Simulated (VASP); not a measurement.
# AgCl (Chlorargyrite) (Fm-3m) in VASP: a series of runs

The runs below take AgCl (Chlorargyrite) through single point, with r2SCAN.

Everything below comes from runs of VASP 6.6.1. Logs are shortened: lines on timing, memory, paths and dates and some standing lists are left out, and cuts for length are marked.

**Experimental background.**

A printed reference work, data compilation reports, for a bulk crystal of AgCl: band gap 3.249 eV (indirect).

The runs below are set against these values where they give the same quantity.

### Step 1. The cell of the first run

It takes space group Fm-3m (No. 225, cubic). Conventional cell: a = 5.506 Å, b = 5.506 Å, c = 5.506 Å, α = 90.00°, β = 90.00°, γ = 90.00°. Ag (site symmetry m-3m) has 6 Cl at 2.75 Å within 3.6 Å. Cl (site symmetry m-3m) has 6 Ag at 2.75 Å within 3.6 Å.

### Step 2. Single point, r2SCAN

Input file POSCAR:

```
AgCl
1.0
    0.0000000000      2.7531131106      2.7531131106
    2.7531131106      0.0000000000      2.7531131106
    2.7531131106      2.7531131106      0.0000000000
Ag Cl
1 1
Direct
    0.0000000000      0.0000000000      0.0000000000
    0.5000000000      0.5000000000      0.5000000000
```

Input file INCAR.step1:

```
SYSTEM = AgCl
PREC     = Accurate       ! precision mode
ENCUT    = 520            ! plane-wave cutoff, eV
ISMEAR   = -1             ! smearing method
SIGMA    = 0.05           ! smearing width, eV
LREAL    = .FALSE.        ! projectors in reciprocal space
LASPH    = .TRUE.         ! aspherical terms in the spheres
NELM     = 60             ! most SCF steps
NBANDS   = 16             ! bands
GGA      = PE             ! functional
ALGO     = Normal         ! electronic algorithm
EDIFF    = 1E-4           ! SCF threshold, eV
LWAVE    = .TRUE.         ! write WAVECAR
LCHARG   = .FALSE.        ! write CHGCAR
```

Input file INCAR.step2:

```
SYSTEM = AgCl
PREC     = Accurate       ! precision mode
ENCUT    = 520            ! plane-wave cutoff, eV
EDIFF    = 1E-6           ! SCF threshold, eV
ISMEAR   = -1             ! smearing method
SIGMA    = 0.05           ! smearing width, eV
LREAL    = .FALSE.        ! projectors in reciprocal space
LASPH    = .TRUE.         ! aspherical terms in the spheres
NELM     = 60             ! most SCF steps
ALGO     = Normal         ! electronic algorithm
ISIF     = 2              ! what is computed and relaxed
LWAVE    = .FALSE.        ! write WAVECAR
LCHARG   = .TRUE.         ! write CHGCAR
METAGGA  = R2SCAN         ! meta-GGA
LMIXTAU  = .TRUE.       
LELF     = .TRUE.         ! ELF
LVHAR    = .TRUE.       
NBANDS   = 16             ! bands
ISTART   = 1
```

Input file KPOINTS:

```
regular mesh
0
G
  8 8 8
  0 0 0
```

Potentials or basis: VASP PAW PBE potentials, release 64 (Ag, Cl).

Command:

```bash
cat potpaw_PBE.64/Ag/POTCAR potpaw_PBE.64/Cl/POTCAR > POTCAR
cp INCAR.step1 INCAR
mpirun -np 1 vasp_std > vasp.out
cp INCAR.step2 INCAR
mpirun -np 1 vasp_std > vasp.out
```

OUTCAR:

```text
SYSTEM = AgCl
   PREC = Accurate
   ENCUT = 520
   EDIFF = 1E-6
   ISMEAR = -1
   LREAL = .FALSE.
   LASPH = .TRUE.
   NELM = 60
   ISIF = 2
   METAGGA = R2SCAN
   ISTART = 1

 ion  position               nearest neighbor table
   1  0.000  0.000  0.000-   2 2.75   2 2.75   2 2.75   2 2.75   2 2.75   2 2.75
   2  0.500  0.500  0.500-   1 2.75   1 2.75   1 2.75   1 2.75   1 2.75   1 2.75

  LATTYP: Found a face centered cubic cell.
 ALAT       =     5.5062262212

  Lattice vectors:

 A1 = (   0.0000000000,   2.7531131106,   2.7531131106)
 A2 = (   2.7531131106,   0.0000000000,   2.7531131106)
 A3 = (   2.7531131106,   2.7531131106,   0.0000000000)

Analysis of symmetry for initial positions (statically):
=====================================================================
 Subroutine PRICEL returns:
 Original cell was already a primitive cell.

 Routine SETGRP: Setting up the symmetry group for a
 face centered cubic supercell.

 Subroutine GETGRP returns: Found 48 space group operations
 (whereof 48 operations were pure point group operations)
 out of a pool of 48 trial point group operations.

The static configuration has the point symmetry O_h .

Analysis of symmetry for dynamics (positions and initial velocities):
=====================================================================
 Subroutine PRICEL returns:
 Original cell was already a primitive cell.

 Routine SETGRP: Setting up the symmetry group for a
 face centered cubic supercell.

 Subroutine GETGRP returns: Found 48 space group operations
 (whereof 48 operations were pure point group operations)
 out of a pool of 48 trial point group operations.

The dynamic configuration has the point symmetry O_h .

 Subroutine INISYM returns: Found 48 space group operations
 (whereof 48 operations are pure point group operations),
 and found     1 'primitive' translations

----------------------------------------------------------------------------------------

                                     Primitive cell

  volume of cell :      41.7352

  direct lattice vectors                    reciprocal lattice vectors
     0.000000000  2.753113111  2.753113111    -0.181612589  0.181612589  0.181612589
     2.753113111  0.000000000  2.753113111     0.181612589 -0.181612589  0.181612589
     2.753113111  2.753113111  0.000000000     0.181612589  0.181612589 -0.181612589

  length of vectors
     3.893489900  3.893489900  3.893489900     0.314562232  0.314562232  0.314562232

  position of ions in fractional coordinates (direct lattice)
     0.000000000  0.000000000  0.000000000
     0.500000000  0.500000000  0.500000000

  ion indices of the primitive-cell ions
   primitive index   ion index
                 1           1
                 2           2

----------------------------------------------------------------------------------------

 KPOINTS: regular mesh

Automatic generation of k-mesh.
 Grid dimensions read from file:
 generate k-points for:    8    8    8

 Generating k-lattice:

  Cartesian coordinates                     Fractional coordinates (reciprocal lattice)
    -0.022701574  0.022701574  0.022701574     0.125000000  0.000000000  0.000000000
     0.022701574 -0.022701574  0.022701574     0.000000000  0.125000000  0.000000000
     0.022701574  0.022701574 -0.022701574     0.000000000  0.000000000  0.125000000

  Length of vectors
     0.039320279  0.039320279  0.039320279

  Shift w.r.t. Gamma in fractional coordinates (k-lattice)
     0.000000000  0.000000000  0.000000000

 Subroutine IBZKPT returns following result:
 ===========================================

 Found     29 irreducible k-points:

 Following reciprocal coordinates:
            Coordinates               Weight
  0.000000  0.000000  0.000000      1.000000
  0.125000  0.000000  0.000000      8.000000
  0.250000  0.000000  0.000000      8.000000
  0.375000  0.000000  0.000000      8.000000
  0.500000  0.000000  0.000000      4.000000
  0.125000  0.125000  0.000000      6.000000
[... 16 lines left out ...]
  0.500000  0.250000  0.125000     48.000000
 -0.375000  0.250000  0.125000     24.000000
 [... further k-points ...]
   k-points           NKPTS =     29   k-points in BZ     NKDIM =     29   number of bands    NBANDS=     16
   number of dos      NEDOS =    301   number of ions     NIONS =      2
   total plane-waves  NPLWV =  27000
   dimension x,y,z NGX =    30 NGY =   30 NGZ =   30
   dimension x,y,z NGXF=    60 NGYF=   60 NGZF=   60
   ions per type =               1   1
   NGX,Y,Z   is equivalent  to a cutoff of  12.81, 12.81, 12.81 a.u.
   NGXF,Y,Z  is equivalent  to a cutoff of  25.62, 25.62, 25.62 a.u.
 SYSTEM =  AgCl
   PREC   = accura    normal or accurate (medium, high low for compatibility)
   ISTART =      1    job   : 0-new  1-cont  2-samecut
   ICHARG =      0    charge: 1-file 2-atom 10-const
   ISPIN  =      1    spin polarized calculation?
   LNONCOLLINEAR =      F non collinear calculations
   LSORBIT =      F    spin-orbit coupling
   LASPH  =      T    aspherical Exc in radial PAW
   ENCUT  =  520.0 eV  38.22 Ry    6.18 a.u.   7.24  7.24  7.24*2*pi/ulx,y,z
   NELM   =     60;   NELMIN=  2; NELMDL=  0     # of ELM steps
   EDIFF  = 0.1E-05   stopping-criterion for ELM
   LREAL  =      F    real-space projection
   EDIFFG = 0.1E-04   stopping-criterion for IOM
   NSW    =      0    number of steps for IOM
   IBRION =     -1    ionic relax: 0-MD 1-quasi-New 2-CG
   NFREE  =      0    steps in history (QN), initial steepest desc. (CG)
   ISIF   =      2    stress and relaxation
   ISYM   =      2    0-nonsym 1-usesym 2-fastsym
   POTIM  = 0.5000    time-step for ionic-motion
   TEBEG  =    0.0;   TEEND  =   0.0 temperature during run
   PSTRESS=    0.0 pullay stress
   NELECT =      18.0000    total number of electrons
   NUPDOWN=      -1.0000    fix difference up-down
   EMIN   =  10.00;   EMAX   =-10.00  energy-range for DOS
   EFERMI =   0.00;   METHOD = LEGACY
   ISMEAR =    -1;   SIGMA  =   0.05  broadening in eV -4-tet -1-fermi 0-gaus
   EFERMI_NEDOS =   21; number of points for ismear=-14 and -15
   IALGO  =     38    algorithm
   IMIX   =      4    mixing-type and parameters
     AMIX     =   0.40;   BMIX     =  1.00
     AMIX_MAG =   1.60;   BMIX_MAG =  1.00
  volume/ion in A,a.u.               =      20.87       140.82
  Fermi-wavevector in a.u.,A,eV,Ry     =   1.236892  2.337386 20.815562  1.529901
  Thomas-Fermi vector in A             =   2.371481
   LORBIT       =      0    0 simple, 1 ext, 2 COOP (PROOUT), +10 PAW based schemes
   METAGGA = R2SCAN    functional components
   LHFCALC =     F    Hartree Fock is set to
   AEXX    =    0.0000 exact exchange contribution
   IVDW    =     0    specifies the selected vdW correction
   LEPSILON=     F    determine dielectric tensor
   LRPA    =     F    only Hartree local field effects (RPA)
 non-spin polarized calculation
  energy-cutoff  :      520.00
  volume of cell :       41.74
 maximum number of plane-waves:      1158
 NGX is ok and might be reduce to    30
   NGX = 15   NGY = 15   NGZ = 15

 number of electron      18.0000005 magnetization

 Free energy of the ion-electron system (eV)
  ---------------------------------------------------
  ext. energy  EPLUGINS =         0.00000000
  ---------------------------------------------------
  free energy    TOTEN  =       -28.64010487 eV

  energy without entropy =      -28.64010485  energy(sigma->0) =      -28.64010486

 E-fermi :   4.6084     XC(G=0): -10.6292

 val. band max:        3.8196255069   @ k =   0.5000   0.0000   0.0000
 cond. band min:       5.2425313031   @ k =   0.0000   0.0000   0.0000
 fundamental gap:      1.4229057963
 Fermi energy:         4.6084195777

 k-point     1 :       0.0000    0.0000    0.0000
  band No.  band energies     occupation
      1     -12.1464      2.00000
      2       1.2796      2.00000
      3       1.2796      2.00000
      4       1.2796      2.00000
      5       1.2960      2.00000
      6       1.2960      2.00000
[... 8 lines left out ...]
     15      18.1687      0.00000
     16      18.1687      0.00000

 k-point     2 :       0.1250    0.0000    0.0000
  band No.  band energies     occupation
      1     -12.0832      2.00000
      2       0.4743      2.00000
      3       0.5348      2.00000
      4       0.5348      2.00000
      5       1.3534      2.00000
      6       1.3534      2.00000
[... 8 lines left out ...]
     15      16.5768      0.00000
     16      17.2277      0.00000

 k-point     3 :       0.2500    0.0000    0.0000
  band No.  band energies     occupation
      1     -11.9243      2.00000
      2      -0.5908      2.00000
      3      -0.0771      2.00000
      4      -0.0771      2.00000
      5       1.4842      2.00000
      6       1.4842      2.00000
[... 8 lines left out ...]
     15      16.7095      0.00000
     16      17.1101      0.00000

 k-point     4 :       0.3750    0.0000    0.0000
  band No.  band energies     occupation
      1     -11.7551      2.00000
      2      -1.4026      2.00000
      3      -0.4667      2.00000
      4      -0.4666      2.00000
      5       1.6202      2.00000
      6       1.6202      2.00000
[... 8 lines left out ...]
     15      17.5937      0.00000
     16      17.5937      0.00000
[... 324 lines left out ...]
 k-point    22 :       0.3750    0.2500    0.1250
  band No.  band energies     occupation
      1     -11.8278      2.00000
      2      -1.0023      2.00000
      3      -0.1662      2.00000
      4       0.2176      2.00000
      5       1.3872      2.00000
      6       1.6110      2.00000
[... 8 lines left out ...]
     15      18.6706      0.00000
     16      20.0988      0.00000

 k-point    23 :       0.5000    0.2500    0.1250
  band No.  band energies     occupation
      1     -11.7075      2.00000
      2      -1.2162      2.00000
      3      -0.4785      2.00000
      4      -0.2091      2.00000
      5       1.5165      2.00000
      6       1.6889      2.00000
[... 8 lines left out ...]
     15      18.9288      0.00000
     16      19.8377      0.00000

 k-point    24 :      -0.3750    0.2500    0.1250
  band No.  band energies     occupation
      1     -11.6562      2.00000
      2      -1.2776      2.00000
      3      -0.5314      2.00000
      4      -0.4826      2.00000
      5       1.6117      2.00000
      6       1.6795      2.00000
[... 8 lines left out ...]
     15      18.1014      0.00000
     16      19.5782      0.00000

 [... further k-points ...]
[... 5 lines left out ...]
  --------------------------------------------------------------------------------------
  -------------------------------------------------------------------------------------
  Total        0.2734364      0.2734364      0.2734364      0.0000000     -0.0000000     -0.0000000
  in kB       10.4969895     10.4969895     10.4969895      0.0000000     -0.0000000     -0.0000000
  external PRESSURE =      10.4969895 kB  Pullay stress =       0.0000000 kB

 VOLUME and BASIS-vectors are now :
 -----------------------------------------------------------------------------
  energy-cutoff  :      520.00
  volume of cell :       41.74
      direct lattice vectors                 reciprocal lattice vectors
     0.000000000  2.753113111  2.753113111    -0.181612589  0.181612589  0.181612589
     2.753113111  0.000000000  2.753113111     0.181612589 -0.181612589  0.181612589
     2.753113111  2.753113111  0.000000000     0.181612589  0.181612589 -0.181612589

 POSITION                                       TOTAL-FORCE (eV/Angst)
 -----------------------------------------------------------------------------------
      0.00000      0.00000      0.00000         0.000000      0.000000     -0.000000
      2.75311      2.75311      2.75311        -0.000000     -0.000000      0.000000
 -----------------------------------------------------------------------------------
    total drift:                               -0.000000      0.000000      0.000000

  FREE ENERGIE OF THE ION-ELECTRON SYSTEM (eV)
  ---------------------------------------------------
  free  energy   TOTEN  =       -28.6401048692 eV

  energy  without entropy=      -28.6401048503  energy(sigma->0) =      -28.64010486
```

It used 110 s of CPU time on 1 thread of AMD EPYC 7R13 Processor (Zen 3), with other jobs on the host.

What came out:

| Property | Result |
| --- | --- |
| Free energy | -28.6401 eV |
| Pressure | 1.0 GPa |
| Band gap on the k mesh | 1.42 eV, indirect (least direct gap 3.78 eV) |

Caveat: the PAW data sets were made with another functional, which shifts forces and pressure a little.

### Step 3. Single point, r2SCAN

This run uses another cell than the first one, of 21.28 Å³/atom, 1.020 times its volume.

Input file POSCAR:

```
AgCl
1.0
    0.0000000000      2.7709909694      2.7709909694
    2.7709909694      0.0000000000      2.7709909694
    2.7709909694      2.7709909694      0.0000000000
Ag Cl
1 1
Direct
    0.0000000000      0.0000000000      0.0000000000
    0.5000000000      0.5000000000      0.5000000000
```

Input file INCAR.step1:

```
SYSTEM = AgCl
  PREC = Accurate
  ENCUT = 520
  ISMEAR = -1
  SIGMA = 0.05
  LREAL = .False.
  LASPH = .True.
  NELM = 100
  NBANDS = 16
  GGA = PE
  ALGO = Normal
  EDIFF = 1E-4
  LWAVE = .True.
  LCHARG = .False.
```

Input file INCAR.step2:

```
SYSTEM = AgCl
  PREC = Accurate
  ENCUT = 520
  EDIFF = 1E-6
  ISMEAR = -1
  SIGMA = 0.05
  LREAL = .False.
  LASPH = .True.
  NELM = 100
  ALGO = Normal
  ISIF = 2
  LWAVE = .False.
  LCHARG = .False.
  METAGGA = R2SCAN
  LMIXTAU = .True.
  NBANDS = 16
  ISTART = 1
```

Input file KPOINTS:

```
Automatic mesh
0
Gamma
  8 8 8
  0 0 0
```

Potentials or basis: VASP PAW PBE potentials, release 64 (Ag, Cl).

Command:

```bash
cat potpaw_PBE.64/Ag/POTCAR potpaw_PBE.64/Cl/POTCAR > POTCAR
cp INCAR.step1 INCAR
mpirun -np 1 vasp_std > vasp.out
cp INCAR.step2 INCAR
mpirun -np 1 vasp_std > vasp.out
```

It used 98 s of CPU time on 1 thread of AMD EPYC 7R13 Processor (Zen 3) (shared host).

The run converged. Its results:

* Free energy: -28.6432 eV
* Pressure: 0.0 GPa
* Band gap on the k mesh: 1.42 eV, indirect (least direct gap 3.71 eV)

Levels at points of the mesh, in eV from the valence-band top:
```csv
k point,band 6,band 7,band 8,band 9,band 10,band 11,band 12,band 13
"(0.00, 0.00, 0.00)",-2.44,-2.44,-2.39,-2.39,1.42,11.34,11.34,11.34
"(0.50, 0.00, 0.00)",-2.08,-1.76,0.00,0.00,4.70,7.18,8.27,8.27
"(0.50, 0.50, 0.00)",-2.21,-1.96,-1.96,-1.85,2.92,8.34,9.25,12.36
```

Caveat: the PAW data sets were made with another functional, which shifts forces and pressure a little.

### Step 4. Comparison with measurements

Step 2. Against the measured gap of AgCl, 3.249 eV (indirect; a printed reference work, data compilation), the calculated 1.42 eV is off by -1.83 eV. So large a miss can be the level of theory's own, or it may mean another phase, state or a wrong row. Spin-orbit coupling on Ag is left out. The value is that of r2SCAN on a finite k mesh, which can miss the band edges, without temperature or zero-point motion.

Step 3. A measured gap of AgCl is 3.249 eV (indirect; a printed reference work, data compilation); the calculated 1.42 eV misses it by -1.83 eV. So large a miss can be the level of theory's own, or it may mean another phase, state or a wrong row. Spin-orbit coupling on Ag is left out. The value is that of r2SCAN on a finite k mesh, which can miss the band edges, without temperature or zero-point motion.
